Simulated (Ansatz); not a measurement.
Runs of Ansatz 0.2.0 on KBr. The structure is cubic, space group Fm-3m (No. 225). Conventional cell: a = 6.600 Å, b = 6.600 Å, c = 6.600 Å, α = 90.00°, β = 90.00°, γ = 90.00°. Around Br (site symmetry m-3m) lie 6 K at 3.30 Å. K (site symmetry m-3m) has 6 Br at 3.30 Å as nearest neighbours. 

| task | level | cell | k mesh | smearing | q mesh | points for each segment of the path | atoms under strain | gap on the mesh (eV) | pressure (GPa) |
| --- | --- | --- | --- | --- | --- | --- | --- | --- | --- |
| phonons | LDA | as given | 5 × 5 × 5 | fixed | 2 × 2 × 2 | 8 | - | 4.03 | - |
| relaxation of cell and atoms | BLYP+D3(BJ) | relaxed | 7 × 7 × 7 | fermi-dirac 0.05 eV | - | - | - | 4.58 | 0.0 |
| single point | PBE | as given | 7 × 7 × 7 | gaussian 0.03 eV | - | - | - | 4.44 | 0.7 |
| Born charges and dielectric tensor | LDA | as given | 7 × 7 × 7 | fixed | - | - | - | 4.03 | - |
| elastic constants | LDA | as given | 5 × 5 × 5 | fixed | - | - | relaxed | 4.03 | (a) |

Alike in all rows: potentials or basis Ansatz PAW; no spin polarisation; cutoff (eV) 420.

Problem. Estimate the missing entries.

Solution. (a) -1.6.

Caveats: odd divisions of the mesh miss points on the zone boundary, where band edges often lie, so the gap on the mesh can be too wide; the PAW data sets come from PBE, with cores solved anew for the run's functional, which leaves a small shift of forces and pressure (some runs); the plane-wave basis is chosen anew once the cell has moved, so the energies of steps on either side of that aren't comparable (some runs).

A k mesh can miss the band edges, and the runs leave out spin-orbit coupling on Br.
